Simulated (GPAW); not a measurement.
# LiF (Pm-3m) in GPAW: band structure with RPBE+D3(BJ)

Aim: the band structure of LiF with RPBE+D3(BJ).

Program: GPAW 26.7.0. These are calculated values, not measurements. Logs are shortened: lines on timing, memory, paths and dates and some standing lists are left out, and cuts for length are marked. The log counts tension as positive stress, the text compression.

### Step 1. The crystal as given

It takes space group Pm-3m (No. 221, cubic). Conventional cell: a = 2.560 Å, b = 2.560 Å, c = 2.560 Å, α = 90.00°, β = 90.00°, γ = 90.00°. F (site symmetry m-3m) has 8 Li at 2.22 Å as nearest neighbours. Li (site symmetry m-3m) has 8 F at 2.22 Å as nearest neighbours.

Measurements of this composition are mostly on another form, of space group No. 225.

### Step 2. Band structure, RPBE+D3(BJ)

Input file run.py:

```python
from ase.calculators.mixing import SumCalculator
from ase.dft.bandgap import bandgap
from ase.io import read, write
from ase.units import GPa
from dftd3.ase import DFTD3
from gpaw import GPAW, PW

atoms = read('POSCAR')

calc = GPAW(mode=PW(800),
            xc='RPBE',
            kpts={'size': (10, 10, 10), 'gamma': True},
            occupations={'name': 'methfessel-paxton', 'order': 0, 'width': 0.1},
            nbands=11,
            convergence={'density': 1e-05, 'energy': 1e-05},
            maxiter=150,
            txt='gpaw.txt')
atoms.calc = SumCalculator([calc, DFTD3(method='rpbe', damping='d3bj')])
energy = atoms.get_potential_energy()
forces = atoms.get_forces()
stress = atoms.get_stress()
calc.write('gs.gpw')
write('result.traj', atoms)
print(f'Energy: {energy:.6f} eV')
print('Forces (eV/A):')
print(forces.round(4))
print('Stress (GPa):', (stress / GPa).round(3))
print('Fermi level:', round(calc.get_fermi_level(), 4), 'eV')
print(f'Gap: {bandgap(calc)[0]:.4f} eV, direct: {bandgap(calc, direct=True)[0]:.4f} eV')

path = atoms.cell.bandpath('GXMGRX,MR', npoints=100, eps=1e-4)
bs_calc = calc.fixed_density(kpts=path, symmetry='off', nbands=18,
                             convergence={'bands': 'CBM+6.0', 'eigenstates': 1e-6}, txt='bands.txt')
bs = bs_calc.band_structure()
bs.write('bs.json')
print(f'Gap on the path: {bandgap(bs_calc)[0]:.4f} eV')
```

Input file POSCAR:

```
LiF
1.0
    2.5595330000      0.0000000000      0.0000000000
    0.0000000000      2.5595330000      0.0000000000
    0.0000000000      0.0000000000      2.5595330000
F Li
1 1
Direct
    0.5000000000      0.5000000000      0.5000000000
    0.0000000000      0.0000000000      0.0000000000
```

Potentials or basis: the program's PAW data sets (release 1.2.1) made for this functional, pw.

The run is started by

```sh
$ OMP_NUM_THREADS=1 python run.py
```

gpaw.txt:

```text
__  _  _
 | _ |_)|_||  |
 |__||  | ||/\| - 26.7.0

Input parameters:
  mode=PW(ecut=800.0),
  convergence={'density': 1e-05, 'energy': 1e-05},
  kpts=MonkhorstPack(size=(10, 10, 10), gamma=True),
  maxiter=150,
  nbands=11,
  occupations=Occupations(name='methfessel-paxton', order=0, width=0.1),
  xc=XC(name='RPBE')

Diagonalizing LCAO Hamiltonian
Converting LCAO to pw mode
   .-----.
  /|     |
 * |     |
 | .-F---.
 |/     /
 Li----*

Atoms  # Å, Bohr magnetons
|   | symbol |        x |        y |        z |    initial magnetic moments |
|---|--------|----------|----------|----------|-----------------------------|
| 0 |      F | 1.279767 | 1.279767 | 1.279767 | ( 0.0000,  0.0000,  0.0000) |
| 1 |     Li | 0.000000 | 0.000000 | 0.000000 | ( 0.0000,  0.0000,  0.0000) |

Unit cell  # Å
| periodic |        x |        y |        z |  lengths |    angles |
|----------|----------|----------|----------|----------|-----------|
|      yes | 2.559533 | 0.000000 | 0.000000 | 2.559533 | 90.000000 |
|      yes | 0.000000 | 2.559533 | 0.000000 | 2.559533 | 90.000000 |
|      yes | 0.000000 | 0.000000 | 2.559533 | 2.559533 | 90.000000 |

Number of symmetries: 48
Symmetry operations  # r_c * U_cc + t_c -> r_c
|    | kind |            matrix            |
|----|------|------------------------------|
|  0 |  E   |  1, 0, 0,  0, 1, 0,  0, 0, 1 |
|  1 |  σ   |  1, 0, 0,  0, 1, 0,  0, 0,-1 |
|  2 |  σ   |  1, 0, 0,  0, 0, 1,  0, 1, 0 |
|  3 |  C4  |  1, 0, 0,  0, 0, 1,  0,-1, 0 |
|  4 |  C4  |  1, 0, 0,  0, 0,-1,  0, 1, 0 |
|  5 |  σ   |  1, 0, 0,  0, 0,-1,  0,-1, 0 |
|  6 |  σ   |  1, 0, 0,  0,-1, 0,  0, 0, 1 |
|  7 |  C2  |  1, 0, 0,  0,-1, 0,  0, 0,-1 |
|  8 |  σ   |  0, 1, 0,  1, 0, 0,  0, 0, 1 |
|  9 |  C2  |  0, 1, 0,  1, 0, 0,  0, 0,-1 |
| 10 |  C3  |  0, 1, 0,  0, 0, 1,  1, 0, 0 |
| 11 |  S6  |  0, 1, 0,  0, 0, 1, -1, 0, 0 |
| 12 |  S6  |  0, 1, 0,  0, 0,-1,  1, 0, 0 |
| 13 |  C3  |  0, 1, 0,  0, 0,-1, -1, 0, 0 |
| 14 |  C4  |  0, 1, 0, -1, 0, 0,  0, 0, 1 |
| 15 |  S4  |  0, 1, 0, -1, 0, 0,  0, 0,-1 |
| 16 |  C3  |  0, 0, 1,  1, 0, 0,  0, 1, 0 |
| 17 |  S6  |  0, 0, 1,  1, 0, 0,  0,-1, 0 |
| 18 |  σ   |  0, 0, 1,  0, 1, 0,  1, 0, 0 |
| 19 |  C4  |  0, 0, 1,  0, 1, 0, -1, 0, 0 |
| 20 |  C2  |  0, 0, 1,  0,-1, 0,  1, 0, 0 |
| 21 |  S4  |  0, 0, 1,  0,-1, 0, -1, 0, 0 |
| 22 |  S6  |  0, 0, 1, -1, 0, 0,  0, 1, 0 |
| 23 |  C3  |  0, 0, 1, -1, 0, 0,  0,-1, 0 |
| 24 |  S6  |  0, 0,-1,  1, 0, 0,  0, 1, 0 |
| 25 |  C3  |  0, 0,-1,  1, 0, 0,  0,-1, 0 |
| 26 |  C4  |  0, 0,-1,  0, 1, 0,  1, 0, 0 |
| 27 |  σ   |  0, 0,-1,  0, 1, 0, -1, 0, 0 |
| 28 |  S4  |  0, 0,-1,  0,-1, 0,  1, 0, 0 |
| 29 |  C2  |  0, 0,-1,  0,-1, 0, -1, 0, 0 |
| 30 |  C3  |  0, 0,-1, -1, 0, 0,  0, 1, 0 |
| 31 |  S6  |  0, 0,-1, -1, 0, 0,  0,-1, 0 |
| 32 |  C4  |  0,-1, 0,  1, 0, 0,  0, 0, 1 |
| 33 |  S4  |  0,-1, 0,  1, 0, 0,  0, 0,-1 |
| 34 |  S6  |  0,-1, 0,  0, 0, 1,  1, 0, 0 |
| 35 |  C3  |  0,-1, 0,  0, 0, 1, -1, 0, 0 |
| 36 |  C3  |  0,-1, 0,  0, 0,-1,  1, 0, 0 |
| 37 |  S6  |  0,-1, 0,  0, 0,-1, -1, 0, 0 |
| 38 |  σ   |  0,-1, 0, -1, 0, 0,  0, 0, 1 |
| 39 |  C2  |  0,-1, 0, -1, 0, 0,  0, 0,-1 |
| 40 |  σ   | -1, 0, 0,  0, 1, 0,  0, 0, 1 |
| 41 |  C2  | -1, 0, 0,  0, 1, 0,  0, 0,-1 |
| 42 |  C2  | -1, 0, 0,  0, 0, 1,  0, 1, 0 |
| 43 |  S4  | -1, 0, 0,  0, 0, 1,  0,-1, 0 |
| 44 |  S4  | -1, 0, 0,  0, 0,-1,  0, 1, 0 |
| 45 |  C2  | -1, 0, 0,  0, 0,-1,  0,-1, 0 |
| 46 |  C2  | -1, 0, 0,  0,-1, 0,  0, 0, 1 |
| 47 |  i   | -1, 0, 0,  0,-1, 0,  0, 0,-1 |

BZ-sampling:
  Number of BZ points: 1000
  Number of IBZ points: 56

  Monkhorst-Pack size: [10, 10, 10]
  Monkhorst-Pack shift: [0.05, 0.05, 0.05]

K-points  # in reciprocal-cell coordinates
|     |                                coordinates |     weight |
|-----|--------------------------------------------|------------|
|   0 | (  0.00000000,   0.00000000,   0.00000000) | 0.00100000 |
|   1 | (  0.10000000,   0.00000000,   0.00000000) | 0.00600000 |
|   2 | (  0.10000000,   0.10000000,   0.00000000) | 0.01200000 |
|   3 | (  0.10000000,   0.10000000,   0.10000000) | 0.00800000 |
|   4 | (  0.20000000,   0.00000000,   0.00000000) | 0.00600000 |
|   5 | (  0.20000000,   0.10000000,   0.00000000) | 0.02400000 |
|   6 | (  0.20000000,   0.10000000,   0.10000000) | 0.02400000 |
|   7 | (  0.20000000,   0.20000000,   0.00000000) | 0.01200000 |
|   8 | (  0.20000000,   0.20000000,   0.10000000) | 0.02400000 |
|   9 | (  0.20000000,   0.20000000,   0.20000000) | 0.00800000 |
| ... |                                            |            |
|  55 | (  0.50000000,   0.50000000,   0.50000000) | 0.00100000 |

Plane wave coefficients: 912
Cutoff: 800.0 eV

Spin-components: 1 (collinear spins)
Bands:           11
Projectors:      8
Spin-degeneracy: 2
Datatype:        complex128

Parallelization:
  kpt:    1
  domain: 1
  band:   1

Density:
  Valence electrons: 8.0
  Components: 1
  Grid points: [18 18 18]
  Charge: 0.0  # |e|

Potential:
  Grid points: [18 18 18]

species:
  F:
    name:    Fluorine
    Z:       9.0
    valence: 7
    core:    2
    charge:  0.0  # [|e|]
    compensation charges:
      type: gauss
      rc: 0.20  # [Å]
      lmax: 2
    cutoffs:
      filter: 1.14  # [Å]
      core: 0.74  # [Å]
    projectors
    | kind |    occ | energy [eV] | rcut [Å] |
    |------|--------|-------------|----------|
    |   2s |  2.000 |     -29.979 |    0.635 |
    |   2p |  5.000 |     -11.057 |    0.635 |
    |    s |        |      -2.768 |    0.635 |
    |    p |        |      16.154 |    0.635 |
    |    d |        |       0.000 |    0.635 |

    Using partial waves for F as LCAO basis

  Li:
    name:    Lithium
    Z:       3.0
    valence: 1
    core:    2
    charge:  0.0  # [|e|]
    compensation charges:
      type: gauss
      rc: 0.33  # [Å]
      lmax: 2
    cutoffs:
      filter: 1.91  # [Å]
      core: 2.55  # [Å]
    projectors
    | kind |    occ | energy [eV] | rcut [Å] |
    |------|--------|-------------|----------|
    |   2s |  1.000 |      -2.901 |    1.058 |
    |   2p |  0.000 |      -1.114 |    1.058 |
    |    s |        |      24.311 |    1.058 |

    Using partial waves for Li as LCAO basis

Reference energy: -2920.046079  # eV

eigensolver:
  PPCG
  Converge bands: occupied
  niter=2

density mixing:
  MSR1-Mixer
  Pratt-step length: 0.05
  Maximum mixing coefficient: 0.75
  Old densities: 10
  SVD Regularization: 0.005
  Good broyden scale: 1.0
  Trust region scale: 1.0
  Backstep threshold: 4.0
  History deletion threshold: 6.0
  Fourier metric: weight=20.0, sigma=0.015

occupation numbers:
  Methfessel-Paxton:
    width: 0.1000  # eV
    order: 0

poisson solver:
  ecut: 6400.0  # eV

xc functional:
  name: RPBE with 2 nearest neighbor stencil

convergence criteria:
- Maximum integral of absolute [dens]ity change: 1e-05 electrons / valence electron
- Maximum [total energy] change in last 3 cyles: 1e-05 eV / valence electron
- Maximum integral of absolute [eigenst]ate change: 4e-08 eV^2 / valence electron
maximum number of iterations: 150

SCF iterations
|iter     | |      energy | eigst |  dens |
|---------|-|-------------|-------|-------|
|iter:   1| |   -8.730898 | -0.64 |       |
|iter:   2| |   -8.678173 | -2.71 | -1.08 |
|iter:   3| |   -8.533752 | -1.14 | -1.12 |
|iter:   4| |   -8.541317 | -3.77 | -1.56 |
|iter:   5| |   -8.546186 | -3.43 | -1.86 |
|iter:   6| |   -8.546236 | -5.48 | -2.99 |
|iter:   7| |   -8.546253c| -5.82 | -3.32 |
|iter:   8| |   -8.546253c| -8.32c| -4.57 |
|iter:   9| |   -8.546253c| -8.57c| -4.90 |
|iter:  10| |   -8.546253c| -9.77c| -6.17c|

Converged in 10 steps
Energy contributions relative to reference atoms: (reference = -2920.046079)

Energy contributions:
  Kinetic:          10.442582
  Coulomb:          -9.944944
  Zero:              0.098875
  External:          0.000000
  Xc:               -9.142766
  Entropy:           0.000000
  Spinorbit:         0.000000
  ----------------------------
  Free energy:      -8.546253
  Extrapolated:     -8.546253

dipole moment: (-1.471618, -1.471618, -1.471618)  # |e|*Ang

Fermi level: 3.312
Eigenvalues  # (at kpt = [0.000, 0.000, 0.000])
| band index |      eig [eV] | occ [0-2] |
|------------|---------------|-----------|
|          0 |       -20.339 |     2.000 |
|          1 |        -0.077 |     2.000 |
|          2 |        -0.077 |     2.000 |
|          3 |        -0.077 |     2.000 |
|          4 |         8.269 |     0.000 |
|          5 |        19.788 |     0.000 |
|          6 |        19.788 |     0.000 |
|          7 |        21.870 |     0.000 |
|          8 |        21.870 |     0.000 |
|          9 |        21.870 |     0.000 |
|         10 |        39.377 |     0.000 |

Gap: 7.686 eV
Transition (v -> c):
  (s=0, k=50, n=3, [0.50, 0.50, 0.00]) -> (s=0, k=0, n=4, [0.00, 0.00, 0.00])
Direct/indirect transitions are different
Direct gap: 8.347 eV
Transition at: (s=0, k=0, n=3, [0.00, 0.00, 0.00])

Forces  # eV/Ang
|       x |       y |       z |
|---------|---------|---------|
| 0.00000 | 0.00000 | 0.00000 |  # F    0
| 0.00000 | 0.00000 | 0.00000 |  # Li   1

Stress tensor  # eV/Ang^3
|         x |         y |         z |
|-----------|-----------|-----------|
| -0.014509 |  0.000000 |  0.000000 |
|  0.000000 | -0.014509 |  0.000000 |
|  0.000000 |  0.000000 | -0.014509 |

# Writing to gs.gpw (mode='')
```

It took 25 s on 1 thread of Arm Neoverse V1, shared host; peak memory 0.2 GiB.

Results:

- Free energy: -9.9435 eV
- Pressure: -12.2 GPa
- Band gap on the k mesh: 7.69 eV, indirect (least direct gap 8.35 eV)
- Band gap along the path: 7.69 eV, indirect (least direct gap 8.35 eV)
- Dispersion energy per atom: -0.699 eV

Levels at the corners of the path, in eV from the valence-band top:
| point | band 2 | band 3 | band 4 | band 5 | band 6 | band 7 |
| --- | --- | --- | --- | --- | --- | --- |
| Γ | -0.66 | -0.66 | -0.66 | 7.69 | 19.21 | 19.21 |
| X | -3.63 | -0.27 | -0.27 | 9.35 | 14.21 | 20.63 |
| M | -3.20 | -3.20 | 0.00 | 13.58 | 13.91 | 13.91 |
| Γ | -0.66 | -0.66 | -0.66 | 7.69 | 19.21 | 19.21 |
| R | -2.23 | -2.23 | -2.23 | 11.38 | 11.38 | 11.38 |
| X | -3.63 | -0.27 | -0.27 | 9.35 | 14.21 | 20.63 |
| M | -3.20 | -3.20 | 0.00 | 13.58 | 13.91 | 13.91 |
| R | -2.23 | -2.23 | -2.23 | 11.38 | 11.38 | 11.38 |

 As with any semilocal functional, this RPBE gap is likely too small.
